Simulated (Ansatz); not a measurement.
# V: pressure against volume

One table from this session's results is given with a row withheld; the runs are named, their logs left out.

Computed with Ansatz 0.2.0 (DFT PBE, scalar-relativistic, unless a step's input says otherwise).

## Starting point

Symmetry: Im-3m, No. 229, cubic system. The conventional cell has a = 3.026 Å, b = 3.026 Å, c = 3.026 Å, α = 90.00°, β = 90.00°, γ = 90.00°. V (site symmetry m-3m) has 8 V at 2.62 Å as nearest neighbours.

Structure file:

```
CELL_PARAMETERS angstrom
-1.51300 1.51300 1.51300
1.51300 -1.51300 1.51300
1.51300 1.51300 -1.51300
ATOMIC_POSITIONS crystal
V 0.00000 0.00000 0.00000
```

Set-up of the first run:

input.yaml reads:

```yaml
crystal:
  lattice:
    - [-1.4925515474, 1.4925515474, 1.4925515474]
    - [1.4925515474, -1.4925515474, 1.4925515474]
    - [1.4925515474, 1.4925515474, -1.4925515474]
  atoms:
    - { symbol: V, position: [0.0, 0.0, 0.0], spin: 1.5 }
magnetization:
  spin_polarized: true
kpoints:
  mp_grid: { grid: [19, 19, 19] }
  band_path:
    path:
      - [0.0, 0.0, 0.0]
      - [0.5, -0.5, 0.5]
      - [0.0, 0.0, 0.5]
      - [0.0, 0.0, 0.0]
      - [0.25, 0.25, 0.25]
      - [0.5, -0.5, 0.5]
      - [0.25, 0.25, 0.25]
      - [0.0, 0.0, 0.5]
    npoints: 5
scf:
  occupations: { method: fermi_dirac, width: 0.03 }
hamiltonian:
  xc: pbe
  pseudopotentials: { kind: all_electron, lapw: { basis_error: 0.001 } }
output:
  forces: true
  stress: true
  eigenvalues: true
```

Command:

```bash
> ansatz run input.yaml --threads 1 --pin off --max-ram 3072MiB --backend cpu --events-out ev --progress --plain --runs-dir out
```

Among the steps run: Volume × 0.96, LAPW; Volume × 0.99, LAPW; Volume × 0.99, PAW; Volume × 0.99, crystal datasets; Volume × 1.02, LAPW; Volume × 1.02, crystal datasets; Volume × 1.06, LAPW; Volume × 1.06, PAW; Volume × 1.06, crystal datasets.

One of the session's tables, all rows but one given; the rest of the session is left out.

It belongs to the step «Fits». 

```
          method  volume (Å³/atom)  pressure (GPa)
            LAPW            13.300            1.99
            LAPW            13.716           -3.51
            LAPW            14.131           -8.25
            LAPW            14.685          -13.56
             PAW            13.716           -3.45
             PAW            14.685               ?
crystal datasets            13.716           -3.51
crystal datasets            14.131           -8.25
crystal datasets            14.685          -13.56
```

Estimate the missing values for PAW, 14.685.

As computed: pressure (GPa): -13.52. In the column «pressure (GPa)» it lies between crystal datasets, 14.685 (-13.56) and LAPW, 14.131 (-8.25).

Limits of these values: Warnings in the runs' records: seeded moment not kept, crystal datasets made.
